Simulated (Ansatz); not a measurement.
# Does relaxation matter for the field gradients of SiC?

Start: an entry of the Crystallography Open Database (COD).

Space group P6_3mc (No. 186); a = 3.0790, c = 20.1460 Å, γ = 120.00°.

| site | Wyckoff | site symmetry | x | y | z |
| --- | --- | --- | --- | --- | --- |
| Si1 | 2b | 3m. | 0.3333 | 0.6667 | 0.2500 |
| Si3 | 2b | 3m. | 0.3333 | 0.6667 | 0.6250 |
| Si5 | 2a | 3m. | 0.0000 | 0.0000 | 0.0000 |
| Si7 | 2b | 3m. | 0.3333 | 0.6667 | 0.8750 |
| C9 | 2b | 3m. | 0.3333 | 0.6667 | 0.9690 |
| C11 | 2a | 3m. | 0.0000 | 0.0000 | 0.0940 |
| C13 | 2b | 3m. | 0.3333 | 0.6667 | 0.3440 |
| C15 | 2b | 3m. | 0.3333 | 0.6667 | 0.7190 |

One atom of each set is listed.

Computed with Ansatz: DFT, PBE, plane waves and PAW (field gradients read without the response of the frozen cores, which leaves them typically 4 to 6 % off), scalar-relativistic, 420 eV cutoff, Γ-centred 10×10×2 k-points, Fermi–Dirac smearing 0.02 eV.

The largest force at the start is 0.16 eV/Å. Relaxing the ions at fixed cell moves them by 0.006 Å at most (atom 15, C) and 0.003 Å rms. End positions:

Si1 (0.3333, 0.6667, 0.2501)
Si3 (0.3333, 0.6667, 0.6250)
Si5 (0.0000, 0.0000, 0.0001)
Si7 (0.3333, 0.6667, 0.8752)
C9 (0.3333, 0.6667, 0.9689)
C11 (0.0000, 0.0000, 0.0939)
C13 (0.3333, 0.6667, 0.3441)
C15 (0.3333, 0.6667, 0.7187)

```
site  moved (Å)   first shell before    first shell after  V_zz before (10²¹ V/m²)  η before
 Si1      0.002   4 C at 1.88–1.89 Å        4 C at 1.89 Å                   -0.016      0.00
 Si3      0.000   4 C at 1.88–1.89 Å        4 C at 1.89 Å                     0.29      0.00
 Si5      0.002   4 C at 1.88–1.89 Å        4 C at 1.89 Å                     0.25      0.00
 Si7      0.004   4 C at 1.88–1.89 Å   4 C at 1.88–1.89 Å                     0.32      0.00
  C9      0.002  4 Si at 1.88–1.89 Å       4 Si at 1.89 Å                    0.037      0.00
 C11      0.003  4 Si at 1.88–1.89 Å       4 Si at 1.89 Å                    0.029      0.00
 C13      0.002  4 Si at 1.88–1.89 Å  4 Si at 1.88–1.89 Å                     0.19      0.00
 C15      0.006  4 Si at 1.88–1.89 Å       4 Si at 1.89 Å                    0.063      0.00
```

Task: How do the gradients change?

Result: 

```tsv
site	V_zz after	η after	change of V_zz
Si1	-0.086	0.00	-0.07
Si3	0.17	0.00	-0.12
Si5	0.13	0.00	-0.12
Si7	0.20	0.00	-0.12
C9	0.020	0.00	-0.02
C11	0.018	0.00	-0.01
C13	0.21	0.00	+0.02
C15	0.056	0.00	-0.01
```

The largest change of V_zz is on Si5, from 0.25 to 0.13.
